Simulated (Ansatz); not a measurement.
`[CH3][Sn]([CH3])([CH3])[CH3]` + `C=CC[Se]C=C` → `C=C[Se][Sn]([CH3])([CH3])[CH3]` + `C=CCC`  (formal exchange of groups at the Sn–C bond)

Isolated molecules relaxed with PBE0-D4/def2-TZVP in Ansatz; ΔE leaves out vibrations. CCSD(T)/CBS adds triple-zeta CCSD(T) − MP2 to the extrapolated MP2 energy (def2 sets, frozen cores). DFT in def2-TZVPP. def2 core potentials past Kr. For Se, Sn outer-core shells are correlated without core-valence functions, which leaves a few kJ/mol of doubt a bond. Scalar relativity is left out up to krypton. Each species was taken in one conformer, which may not be the lowest.

```json
{"level": "r2SCAN-D4", "ΔE (kcal/mol)": "-23.0"}
{"level": "MP2/CBS(def2)", "ΔE (kcal/mol)": "-23.9"}
```

Task: What does CCSD(T)/CBS give? (Best estimate.)

Result: The calculation gave: -23.6 kcal/mol. The listed levels differ from it by 0.6, -0.3 kcal/mol.

Largest T1 diagnostic among the species: 0.011.

From PBE to PBE0 (25 % exact exchange), in def2-TZVPP and without D4, ΔE moves by −1.5 kcal/mol. In def2-TZVPP, CCSD(T) changes the Hartree–Fock value by +6.4 kcal/mol (the triples alone add +0.8 kcal/mol) and MP2 by +6.2 kcal/mol.

CCSD(T)/CBS has its own doubt, a few kJ/mol and more with outer-core shells, so smaller differences from it don't rank the levels.
